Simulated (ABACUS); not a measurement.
## GaSb: relaxation of cell and atoms with HLE16

Crystal: GaSb.

```xyz
2
Lattice="0.0000 3.0590 3.0590 3.0590 0.0000 3.0590 3.0590 3.0590 0.0000" Properties=species:S:1:pos:R:3 pbc="T T T"
Sb    4.5885    4.5885    4.5885
Ga    0.0000    0.0000    0.0000
```

```yaml
Program: ABACUS 3.10.1
Task: relaxation of cell and atoms
Functional: HLE16
Potentials_or_basis: Ansatz NC PBE
Cutoff: 1102 eV
Density_cutoff: 4408 eV
Basis: plane waves
k_mesh: 6 × 6 × 6
Occupations: fermi-dirac, width 0.05 eV
Spin: no spin polarisation
Max_steps_of_the_relaxation: 60
Force_threshold: 0.005 eV/Å
Optimiser: cg
Stress_threshold: 1 kbar
Radial_cutoff_of_the_potentials_pseudo_rcut: 10 bohr
SCF_threshold_on_the_density: 1e-08
Max_SCF_steps: 100
Eigensolver: dav
Mixing: broyden
Mixing_share: 0.7
Symmetry_key: 1
Bands: 18
```

The relaxed volume is 26.27 Å³/atom. The relaxed cell is a = 4.204 Å, b = 4.204 Å, c = 4.204 Å, α = 60.00°, β = 60.00°, γ = 60.00°. The space group after relaxing (to 0.05 Å) is F-43m (No. 216). The energy gained by relaxing is 34.6 meV/atom and the ionic steps are 3. The pressure after relaxing is 0.0 GPa. The band gap on the k mesh is 1.07 eV, direct.

Step by step:
| step | energy change (eV) | largest force (eV/Å) | pressure (GPa) | volume (Å³) |
| --- | --- | --- | --- | --- |
| 1 | 0.0000 | 0.0000 | -4.35 | 57.25 |
| 2 | -0.0578 | 0.0000 | 2.20 | 50.83 |
| 3 | -0.0691 | 0.0000 | 0.01 | 52.54 |

Final structure:
```
Sb Ga
1.0
     0.00000    2.97272    2.97272
     2.97272    0.00000    2.97272
     2.97272    2.97272    0.00000
Sb Ga
1 1
Direct
  0.75000 0.75000 0.75000
  0.00000 0.00000 0.00000
```

Levels at points of the mesh, in eV from the valence-band top:
| k point | band 12 | band 13 | band 14 | band 15 | band 16 |
| --- | --- | --- | --- | --- | --- |
| (0.00, 0.00, 0.00) | 0.00 | 0.00 | 0.00 | 1.07 | 3.23 |
| (0.50, 0.50, 0.50) | -6.30 | -1.16 | -1.16 | 1.23 | 4.30 |
| (0.50, 0.50, 0.00) | -6.76 | -2.57 | -2.57 | 1.67 | 2.13 |

Run time: 17 s on 4 MPI ranks on Intel(R) Xeon(R) 6975P-C (Granite Rapids) (shared host), peak memory 0.48 GiB a rank.

Caveat: the potentials were made for a functional far from this one; the potentials were made for another functional, which shifts forces and pressure; spin-orbit coupling is left out, which moves the levels of the heavy elements. A k mesh can miss the band edges.
